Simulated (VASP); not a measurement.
# CoSi (P2_13) in VASP: notebook, part 2 of 2

VASP 6.6.1. Earlier steps stand in the parts before.

## 4. Relaxation of cell and atoms, optB88-vdW, collinear spin, ferromagnetic start

INCAR reads:

```
PREC = Accurate ; ENCUT = 600
EDIFF = 1E-7 ; ISMEAR = -1
SIGMA = 0.05 ; LREAL = F
LASPH = T ; NELM = 120
ALGO = Normal ; ISIF = 3
LWAVE = F ; LCHARG = F
ISPIN = 2 ; MAGMOM = 2 2 2 2 0 0 0 0
LORBIT = 11 ; LMAXMIX = 4
GGA = BO ; LUSE_VDW = T
AGGAC = 0.0 ; PARAM1 = 0.1833333333
PARAM2 = 0.22 ; IBRION = 2
NSW = 60 ; EDIFFG = -0.005
```

KPOINTS reads:

```
regular mesh
0
Gamma
  6 6 6
```

POSCAR reads:

```
CoSi
1.0
    4.4380000000      0.0000000000      0.0000000000
    0.0000000000      4.4380000000      0.0000000000
    0.0000000000      0.0000000000      4.4380000000
Co Si
4 4
Direct
    0.8600000000      0.6400000000      0.3600000000
    0.6400000000      0.3600000000      0.8600000000
    0.3600000000      0.8600000000      0.6400000000
    0.1400000000      0.1400000000      0.1400000000
    0.1570000000      0.3430000000      0.6570000000
    0.3430000000      0.6570000000      0.1570000000
    0.6570000000      0.1570000000      0.3430000000
    0.8430000000      0.8430000000      0.8430000000
```

The run is started by

```
> cat potpaw_PBE.64/Co/POTCAR potpaw_PBE.64/Si/POTCAR > POTCAR
> mpirun -np 1 vasp_std > vasp.out
```

Run time: 16 min. Hardware: 1 thread of AMD EPYC 9R45 (Zen 5), shared host; peak memory 0.57 GiB.

The run converged. Its results:

* Free energy: -38.2269 eV
* Relaxed volume: 10.94 Å³/atom
* Relaxed cell: a = 4.440 Å, b = 4.440 Å, c = 4.440 Å, α = 90.00°, β = 90.00°, γ = 90.00°
* Space group after relaxing (to 0.05 Å): P2_13 (No. 198)
* Energy gained by relaxing: 1.8 meV/atom
* Ionic steps: 12
* Pressure after relaxing: 0.0 GPa
* Largest force after relaxing: 0.004 eV/Å
* Band gap on the k mesh: none (metal or under the smearing width)
* Net moment: 0.00 μB per cell
* Valence electrons inside the program's atomic spheres: Co 8.62; Si 1.62

Forces on the atoms (eV/Å):
```
Co   0.002 -0.002  0.002
Co  -0.002  0.002  0.002
Co   0.002  0.002 -0.002
Co  -0.002 -0.002 -0.002
Si   0.000  0.000  0.000
Si   0.000  0.000  0.000
Si   0.000  0.000  0.000
Si   0.000  0.000  0.000
```

The path:
| step | energy change (eV) | largest force (eV/Å) | pressure (GPa) | volume (Å³) |
| --- | --- | --- | --- | --- |
| 1 | 0.0000 | 0.2104 | 0.95 | 87.41 |
| 2 | -0.0070 | 0.1089 | -1.25 | 88.23 |
| 3 | -0.0070 | 0.1169 | -1.08 | 88.16 |
| 4 | -0.0128 | 0.0582 | -0.20 | 87.72 |
| 5 | -0.0132 | 0.0735 | 0.12 | 87.57 |
| 6 | -0.0143 | 0.0417 | -0.05 | 87.59 |
| 7 | -0.0145 | 0.0120 | -0.20 | 87.61 |
| 8 | -0.0145 | 0.0144 | -0.18 | 87.60 |
| 9 | -0.0145 | 0.0035 | 0.29 | 87.41 |
| 10 | -0.0146 | 0.0081 | 0.02 | 87.51 |
| 11 | -0.0146 | 0.0080 | 0.03 | 87.51 |
| 12 | -0.0146 | 0.0040 | 0.01 | 87.52 |

Final structure:
```
Co Si
1.0
     4.43992    0.00000    0.00000
     0.00000    4.43992    0.00000
     0.00000    0.00000    4.43992
Co Si
4 4
Direct
  0.85576 0.64424 0.35576
  0.64424 0.35576 0.85576
  0.35576 0.85576 0.64424
  0.14424 0.14424 0.14424
  0.15763 0.34237 0.65763
  0.34237 0.65763 0.15763
  0.65763 0.15763 0.34237
  0.84237 0.84237 0.84237
```

Levels at points of the mesh, in eV from the Fermi level:
Spin up:
```tsv
k point	band 22	band 23	band 24	band 25	band 26	band 27	band 28	band 29	band 30	band 31
(0.00, 0.00, 0.00)	-0.94	-0.82	-0.82	-0.05	-0.05	-0.05	2.42	2.42	2.42	2.87
(0.50, 0.00, 0.00)	-1.08	-0.69	-0.69	-0.51	-0.51	0.97	0.97	1.41	1.41	4.21
(0.50, 0.50, 0.00)	-1.51	-1.04	-1.04	-0.06	-0.06	0.54	0.54	1.93	1.93	2.45
(0.50, 0.50, 0.50)	-1.24	-1.24	-1.24	-0.26	-0.26	-0.26	-0.26	5.29	5.29	5.29
```
Spin down:
```
           k point  band 24  band 25  band 26  band 27  band 28  band 29
(0.00, 0.00, 0.00)    -0.82    -0.05    -0.05    -0.05     2.42     2.42
(0.50, 0.00, 0.00)    -0.69    -0.51    -0.51     0.97     0.97     1.41
(0.50, 0.50, 0.00)    -1.04    -0.06    -0.06     0.54     0.54     1.93
(0.50, 0.50, 0.50)    -1.24    -0.26    -0.26    -0.26    -0.26     5.29
```

Caveat: the starting moments collapsed, and a magnetic state may lie lower; the PAW data sets were made with another functional, which shifts forces and pressure a little.

## 5. Relaxation of cell and atoms, rev-vdW-DF2, collinear spin, ferromagnetic start

INCAR reads:

```
SYSTEM = CoSi
  PREC = Accurate
  ENCUT = 600
  EDIFF = 1E-6
  ISMEAR = -1
  SIGMA = 0.05
  LREAL = .False.
  LASPH = .True.
  NELM = 100
  ALGO = Normal
  ISIF = 3
  LWAVE = .False.
  LCHARG = .False.
  ISPIN = 2
  MAGMOM = 2 2 2 2 0 0 0 0
  LORBIT = 11
  LMAXMIX = 4
  GGA = MK
  LUSE_VDW = .True.
  AGGAC = 0.0
  PARAM1 = 0.1234
  PARAM2 = 0.711357
  ZAB_VDW = -1.8867
  IBRION = 2
  NSW = 60
  EDIFFG = -0.01
```

KPOINTS reads:

```
regular mesh
0
Gamma
  6 6 6
  0 0 0
```

POSCAR is that of step 4.

Potentials or basis: VASP PAW PBE potentials, release 64 (Co, Si).

The run is started by

```
> cat potpaw_PBE.64/Co/POTCAR potpaw_PBE.64/Si/POTCAR > POTCAR
> mpirun -np 1 vasp_std > vasp.out
```

OUTCAR:

```text
SYSTEM = CoSi
   PREC = Accurate
   ENCUT = 600
   EDIFF = 1E-6
   ISMEAR = -1
   LREAL = .False.
   LASPH = .True.
   NELM = 100
   ISIF = 3
   ISPIN = 2
   LORBIT = 11
   GGA = MK
   IBRION = 2
   NSW = 60
   EDIFFG = -0.01

 ion  position               nearest neighbor table
   1  0.860  0.640  0.360-   5 2.28   6 2.33   7 2.33   8 2.33   7 2.47   8 2.47   6 2.47   2 2.72
                             2 2.72   4 2.72   4 2.72   3 2.72   3 2.72
   2  0.640  0.360  0.860-   6 2.28   5 2.33   7 2.33   8 2.33   5 2.47   7 2.47   8 2.47   1 2.72
                             1 2.72   3 2.72   3 2.72   4 2.72   4 2.72
   3  0.360  0.860  0.640-   7 2.28   6 2.33   5 2.33   8 2.33   6 2.47   5 2.47   8 2.47   4 2.72
                             2 2.72   2 2.72   4 2.72   1 2.72   1 2.72
   4  0.140  0.140  0.140-   8 2.28   6 2.33   7 2.33   5 2.33   6 2.47   5 2.47   7 2.47   1 2.72
                             3 2.72   3 2.72   1 2.72   2 2.72   2 2.72
   5  0.157  0.343  0.657-   1 2.28   2 2.33   3 2.33   4 2.33   3 2.47   4 2.47   2 2.47   8 2.75
                             6 2.75   6 2.75   8 2.75   7 2.75   7 2.75
   6  0.343  0.657  0.157-   2 2.28   1 2.33   3 2.33   4 2.33   1 2.47   3 2.47   4 2.47   8 2.75
[... 1525 lines left out ...]
 k-point     1 :       0.0000    0.0000    0.0000
  band No.  band energies     occupation
      1      -1.5413      1.00000
      2       3.9784      1.00000
      3       3.9784      1.00000
      4       3.9784      1.00000
      5       6.6797      1.00000
      6       6.6797      1.00000
[... 940 lines left out ...]
  energy  without entropy=      -42.1123791821  energy(sigma->0) =      -42.11921483

Total vdW correction in eV:      6.5893829

 reached required accuracy - stopping structural energy minimisation

 total charge

# of ion       s       p       d       tot
------------------------------------------
    1        0.440   0.625   7.591   8.656
    2        0.440   0.625   7.591   8.656
    3        0.440   0.625   7.591   8.656
    4        0.440   0.625   7.591   8.656
    5        0.727   0.892   0.000   1.619
    6        0.727   0.892   0.000   1.619
    7        0.727   0.892   0.000   1.619
    8        0.727   0.892   0.000   1.619
--------------------------------------------------
tot          4.666   6.068  30.366  41.100

 magnetization (x)

# of ion       s       p       d       tot
------------------------------------------
    1       -0.000   0.000   0.000   0.000
    2       -0.000   0.000   0.000   0.000
    3       -0.000   0.000   0.000   0.000
    4       -0.000   0.000   0.000   0.000
    5        0.000  -0.000   0.000  -0.000
    6        0.000  -0.000   0.000  -0.000
    7        0.000  -0.000   0.000  -0.000
    8        0.000  -0.000   0.000  -0.000
--------------------------------------------------
tot          0.000  -0.000   0.000   0.000
```

OSZICAR:

```text
N       E                     dE             d eps       ncg     rms          rms(c)
DAV:   1     0.389253178381E+03    0.38925E+03   -0.24273E+04  3360   0.189E+03
DAV:   2    -0.139971035923E+02   -0.40325E+03   -0.38671E+03  3363   0.391E+02
[... 76 lines left out ...]
DAV:   1    -0.421283074030E+02   -0.26408E-02   -0.43908E-02  3864   0.222E+00    0.430E-01
DAV:   2    -0.421301709058E+02   -0.18635E-02   -0.38959E-02  4184   0.268E+00    0.462E-01
DAV:   3    -0.421261132671E+02    0.40576E-02   -0.15526E-02  4092   0.175E+00    0.820E-02
DAV:   4    -0.421260692627E+02    0.44004E-04   -0.67828E-04  3444   0.150E-01    0.310E-02
DAV:   5    -0.421260523159E+02    0.16947E-04   -0.38168E-05  4752   0.666E-02    0.151E-02
DAV:   6    -0.421260507576E+02    0.15583E-05   -0.44692E-06  3288   0.158E-02    0.597E-03
DAV:   7    -0.421260504787E+02    0.27892E-06   -0.10725E-06  1993   0.936E-03
   9 F= -.42126050E+02 E0= -.42119215E+02  d E =-.126936E-03  mag=     0.0000
```

Wall time 12 min (1 thread of AMD EPYC 9R45 (Zen 5), shared host); peak memory 0.57 GiB.

Results:

* Free energy: -42.1261 eV
* Relaxed volume: 10.76 Å³/atom
* Relaxed cell: a = 4.415 Å, b = 4.415 Å, c = 4.415 Å, α = 90.00°, β = 90.00°, γ = 90.00°
* Space group after relaxing (to 0.05 Å): P2_13 (No. 198)
* Energy gained by relaxing: 3.8 meV/atom
* Ionic steps: 9
* Pressure after relaxing: 0.1 GPa
* Largest force after relaxing: 0.007 eV/Å
* Band gap on the k mesh: none (metal or under the smearing width)
* Net moment: 0.00 μB per cell
* Valence electrons inside the program's atomic spheres: Co 8.66; Si 1.62

Forces on the atoms (eV/Å):
```
Co   0.004 -0.004  0.004
Co  -0.004  0.004  0.004
Co   0.004  0.004 -0.004
Co  -0.004 -0.004 -0.004
Si   0.003 -0.003  0.003
Si  -0.003  0.003  0.003
Si   0.003  0.003 -0.003
Si  -0.003 -0.003 -0.003
```

Step by step:
| step | energy change (eV) | largest force (eV/Å) | pressure (GPa) | volume (Å³) |
| --- | --- | --- | --- | --- |
| 1 | 0.0000 | 0.2445 | -2.48 | 87.41 |
| 2 | -0.0102 | 0.2389 | 2.72 | 85.29 |
| 3 | -0.0150 | 0.2427 | 0.85 | 86.04 |
| 4 | -0.0258 | 0.1320 | 0.29 | 86.08 |
| 5 | -0.0300 | 0.0709 | -0.11 | 86.11 |
| 6 | -0.0306 | 0.0232 | 0.31 | 86.01 |
| 7 | -0.0307 | 0.0119 | 0.34 | 85.99 |
| 8 | -0.0304 | 0.0337 | -0.45 | 86.25 |
| 9 | -0.0308 | 0.0065 | 0.09 | 86.08 |

Final structure:
```yaml
crystal:
  lattice:
    - [4.41545, 0.00000, 0.00000]
    - [0.00000, 4.41545, 0.00000]
    - [0.00000, 0.00000, 4.41545]
  atoms:
    - { symbol: Co, position: [0.85469, 0.64531, 0.35469] }
    - { symbol: Co, position: [0.64531, 0.35469, 0.85469] }
    - { symbol: Co, position: [0.35469, 0.85469, 0.64531] }
    - { symbol: Co, position: [0.14531, 0.14531, 0.14531] }
    - { symbol: Si, position: [0.15704, 0.34296, 0.65704] }
    - { symbol: Si, position: [0.34296, 0.65704, 0.15704] }
    - { symbol: Si, position: [0.65704, 0.15704, 0.34296] }
    - { symbol: Si, position: [0.84296, 0.84296, 0.84296] }
```

Levels at points of the mesh, in eV from the Fermi level:
Spin up:
```
           k point  band 24  band 25  band 26  band 27  band 28  band 29
(0.00, 0.00, 0.00)    -0.83    -0.04    -0.04    -0.04     2.51     2.51
(0.50, 0.00, 0.00)    -0.69    -0.52    -0.52     0.99     0.99     1.49
(0.50, 0.50, 0.00)    -1.05    -0.07    -0.07     0.57     0.57     2.01
(0.50, 0.50, 0.50)    -1.27    -0.26    -0.26    -0.26    -0.26     5.44
```
Spin down:
| k point | band 24 | band 25 | band 26 | band 27 | band 28 | band 29 |
| --- | --- | --- | --- | --- | --- | --- |
| (0.00, 0.00, 0.00) | -0.83 | -0.04 | -0.04 | -0.04 | 2.51 | 2.51 |
| (0.50, 0.00, 0.00) | -0.69 | -0.52 | -0.52 | 0.99 | 0.99 | 1.49 |
| (0.50, 0.50, 0.00) | -1.05 | -0.07 | -0.07 | 0.57 | 0.57 | 2.01 |
| (0.50, 0.50, 0.50) | -1.27 | -0.26 | -0.26 | -0.26 | -0.26 | 5.44 |

Caveat: the starting moments collapsed, and a magnetic state may lie lower; the PAW data sets were made with another functional, which shifts forces and pressure a little.

## 6. For comparison

An earlier run on the cell as given: functional PBE; potentials or basis VASP PAW PBE potentials, release 64 (Co, Si); cutoff 520 eV; k mesh 6 × 6 × 6; occupations fermi-dirac, width 0.05 eV; collinear spin, ferromagnetic start; starting moments [2.0, 2.0, 2.0, 2.0, 0.0, 0.0, 0.0, 0.0] μB.

- Pressure: -0.4 GPa
- Largest force: 0.270 eV/Å
- Band gap on the k mesh: none (metal or under the smearing width)
- Net moment: 0.00 μB per cell
- Valence electrons inside the program's atomic spheres: Co 8.61; Si 1.61
